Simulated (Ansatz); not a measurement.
The elements of this relaxed trial crystal are hidden behind letters.

```
lattice vectors (Å)
  -1.3911    1.3911    5.6892
   1.3911   -1.3911    5.6892
   1.3911    1.3911   -5.6892
fractional positions
X 0.6546 0.6546 0.0000
X 0.3454 0.3454 0.0000
Z 0.0000 0.0000 0.0000
```

Level of theory: Ansatz, DFT PBE, scalar-relativistic, plane waves, PAW. Cutoff 420 eV, Γ-centred 24×24×24 mesh (3-atom cell), Gaussian smearing of 0.10 eV, no spin polarisation.

```
Space group                                 : I4/mmm (No. 139)
Conventional cell                           : a = 2.782 Å, c = 11.378 Å
Volume per atom                             : 14.68 Å³
Density                                     : 4.43 g/cm³
Energy over the elements                    : −0.09 eV/atom
Gap on the 24×24×24 mesh of the 3-atom cell : 0 eV (a metal)
```

Energies are uncorrected and count from the elements' standard states at the same level.

Problem. X is a p-block element of period 3 and Z is a d-block element of period 4. Which elements are they?

Solution. X = Al, Z = Cu, so the formula is Al2Cu. Density times volume gives a mean mass of 4.43 × 14.68/1.6605 = 39.2 u per atom, and this set has 39.2 u. Around Al lie 4 Cu at 2.64 Å and 8 Al at 2.78–2.93 Å; Cu is surrounded by 8 Al at 2.64 Å and 4 Cu at 2.78 Å. Other sets within the hints have nearly the same mass, so mass alone doesn't settle it; this one was computed.

Symmetry constrained the relaxation, so the result can be a saddle point.
